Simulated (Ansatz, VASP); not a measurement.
This is a calculation of Se (Selenium) for Ansatz 0.2.0. 

The input input.yaml:

```yaml
crystal:
  lattice:
    - [4.3662, 0.0, 0.0]
    - [-2.1831, 3.781240118, 0.0]
    - [0.0, 0.0, 4.9536]
  atoms:
    - { symbol: Se, position: [0.7746, 0.7746, 0.0] }
    - { symbol: Se, position: [0.0, 0.2254, 0.6666666667] }
    - { symbol: Se, position: [0.2254, 0.0, 0.3333333333] }
hamiltonian:
  xc: pbesol
  pseudopotentials: { kind: paw }
kpoints:
  mp_grid: { grid: [7, 7, 6] }
scf:
  occupations: { method: gaussian, width: 0.1 }
output:
  forces: true
  stress: true
  eigenvalues: true
```

Potentials or basis: Ansatz PAW.

Run with:

```sh
$ ansatz run input.yaml --threads 2 --pin off --max-ram 5632MiB --backend cpu --events-out ev --progress --plain --runs-dir out
```

Task: Set up the same calculation for VASP 6.6.1. Potentials or basis there: PBE PAW files Se, 500 eV.

Result: As run (cutoffs and basis follow the program's own potentials, and thresholds, step limits or extra output files can differ):

File INCAR:

```
SYSTEM = Se
ALGO     = Normal         ! electronic algorithm
EDIFF    = 1E-6           ! SCF threshold, eV
ENCUT    = 500            ! plane-wave cutoff, eV
GGA      = PS             ! functional
ISIF     = 2              ! what is computed and relaxed
ISMEAR   = 0              ! smearing method
LASPH    = .TRUE.         ! aspherical terms in the spheres
LCHARG   = .FALSE.        ! write CHGCAR
LREAL    = .FALSE.        ! projectors in reciprocal space
LWAVE    = .FALSE.        ! write WAVECAR
NELM     = 100            ! most SCF steps
PREC     = Accurate       ! precision mode
SIGMA    = 0.1            ! smearing width, eV
```

File KPOINTS:

```
k-points
0
G
  7 7 6
  0 0 0
```

The input POSCAR:

```
Se
1.0
    4.3662000000      0.0000000000      0.0000000000
   -2.1831000000      3.7812401180      0.0000000000
    0.0000000000      0.0000000000      4.9536000000
Se
3
Cartesian
    1.6910292600      2.9289485954      0.0000000000
   -0.4920707400      0.8522915226      3.3024000002
    0.9841414800      0.0000000000      1.6511999998
```

Potentials or basis: VASP PAW PBE potentials, release 64 (Se).

The run is started by

```bash
$ cat potpaw_PBE.64/Se/POTCAR > POTCAR
$ mpirun -np 1 vasp_std > vasp.out
```

Both were run:

|  | Ansatz | VASP |
| --- | --- | --- |
| Pressure | 0.2 GPa | 0.4 GPa |
| Largest force | 0.287 eV/Å | 0.333 eV/Å |

Ansatz's pressure holds a Pulay term of +0.01 GPa for its cutoff of 420 eV, which the other run lacks.

The potentials hold 48 and 18 valence electrons a cell.

Ansatz's potentials were made for PBE. VASP's potentials were made for PBE.

Where Ansatz's input types no cutoff or centring, it takes its own default and a Γ-centred mesh.

Pressure is positive in compression.
